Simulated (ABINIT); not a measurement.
A calculation with ABINIT 10.8.3 (patched build) of Sn (native input, structure typed inline):

Contents of run.abi:

```
pp_dirpath "./"
pseudos "Sn.GGA_PBE-JTH.xml"

acell 3*1.0
rprim
     0.5628558522    -6.9475483529    -0.1984174447
    -6.9082669561     0.5628558522     0.4927516239
     0.4927516239    -0.1984174447    -7.6264229201
ntypat 1
znucl 50
natom 2
typat 1 1
xcart
    -1.5585793174    -1.7269747516    -1.9376230524
    -3.6456651326     0.2830093616     0.2583888474 Angstrom
chkprim 0
chksymtnons 0
tolsym 1.0e-6

ecut 22.0
pawecutdg 44.0
pawxcdev 0

kptopt 1
ngkpt 7 7 7
nshiftk 1
shiftk 0.0 0.0 0.0

ixc 11

nband 18
occopt 3
tsmear 0.05 eV

nstep 100
tolvrs 1.0e-9

iomode 3
prtwf 0
prtden 0
prteig 0
prtebands 0
```

Potentials or basis: JTH PAW PBE v2.0.

Launch:

```console
$ abinit run.abi > log 2>&1
```

This isn't the form of Sn at room conditions, which is tetragonal (white tin).

Task: Write the same calculation in another form: ASE script, structure typed inline.

Result: As run:

Contents of run.py:

```python
import json, os
import numpy as np
from ase.units import GPa
from ase.calculators.abinit import Abinit, AbinitProfile
from ase import Atoms

atoms = Atoms(['Sn', 'Sn'],
              cell=[[0.29785049, -3.67648426, -0.10499799], [-3.65569744, 0.29785049, 0.26075293], [0.26075293, -0.10499799, -4.03572921]],
              scaled_positions=[[0.49616779, 0.50240849, 0.49966953], [0.00383221, 0.99759151, 0.00033047]],
              pbc=True)

profile = AbinitProfile(command='abinit', pp_paths=[os.path.abspath('pseudos')])
params = dict(
    pps='pawxml', xc='PBE',
    chksymtnons=0,
    tolsym=1e-06,
    ecut=598.6505,
    pawecutdg=1197.301,
    pawxcdev=0,
    kptopt=1,
    ngkpt=[7, 7, 7],
    nshiftk=1,
    shiftk=[0.0, 0.0, 0.0],
    ixc=11,
    nband=18,
    occopt=3,
    tsmear=0.05,
    nstep=100,
    tolvrs=1e-09,
    prtwf=0,
    prtden=0,
)

atoms.calc = Abinit(profile=profile, directory='run', **params)
energy = atoms.get_potential_energy()
forces = atoms.get_forces()
stress = atoms.get_stress()
print(f'energy {energy:.6f} eV')
print('forces (eV/A)')
print(np.round(forces, 5))
print('stress (GPa, Voigt, tension positive)', np.round(stress / GPa, 4))
json.dump(dict(energy=energy, forces=forces.tolist(), stress=stress.tolist(), cell=atoms.cell.tolist(), frac=atoms.get_scaled_positions(wrap=False).tolist()), open('results.json', 'w'))
```

Potentials or basis: JTH PAW PBE v2.0.

Launch:

```console
$ python run.py
```

Both were run:

|  | native input, structure typed inline | ASE script, structure typed inline |
| --- | --- | --- |
| Pressure | 2.9 GPa | 2.9 GPa |
| Largest force | 0.031 eV/Å | 0.031 eV/Å |
| Band gap on the k mesh | none (metal or under the smearing width) | none (metal or under the smearing width) |
| Valence electrons inside the program's atomic spheres | Sn 11.87, 11.88 (radii [1.3287] Å) | Sn 11.87, 11.88 (radii [1.3287] Å) |

Keys that steer only the numerical path or the files written may differ.
